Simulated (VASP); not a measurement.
NaH, 2 atoms in the cell. It takes space group Fm-3m (No. 225, cubic). The conventional cell has a = 4.944 Å, b = 4.944 Å, c = 4.944 Å, α = 90.00°, β = 90.00°, γ = 90.00°. Na (site symmetry m-3m) is surrounded by 6 H at 2.47 Å. Around H (site symmetry m-3m) lie 6 Na at 2.47 Å.  The cell isn't the ideal one: volume scaled by 1.04.

- Program: VASP 6.6.1
- Task: single point
- Functional: PBE
- Potentials or basis: VASP PAW PBE potentials, release 64 (Na_pv, H)
- Cutoff: 520 eV
- k mesh: 9 × 9 × 9
- Occupations: fermi-dirac, width 0.05 eV
- Spin: no spin polarisation
- Dipole correction: no
- Further INCAR settings: ALGO = Normal; EDIFF = 1e-06; NBANDS = 11

Potentials or basis: VASP PAW PBE potentials, release 64 (Na_pv, H).

The run is started by

```bash
$ cat potpaw_PBE.64/Na_pv/POTCAR potpaw_PBE.64/H/POTCAR > POTCAR
$ mpirun -np 1 vasp_std > vasp.out
```

Hardware: 1 thread of Intel(R) Xeon(R) Platinum 8259CL CPU @ 2.50GHz (Skylake/Cascade Lake) (shared host).

Task: Estimate the wall time of this run.

Result: Wall time 9.5 s on 1 thread of Intel(R) Xeon(R) Platinum 8259CL CPU @ 2.50GHz (Skylake/Cascade Lake) (shared host), peak memory 0.15 GiB. Counts: scf iterations 12, k points 35.
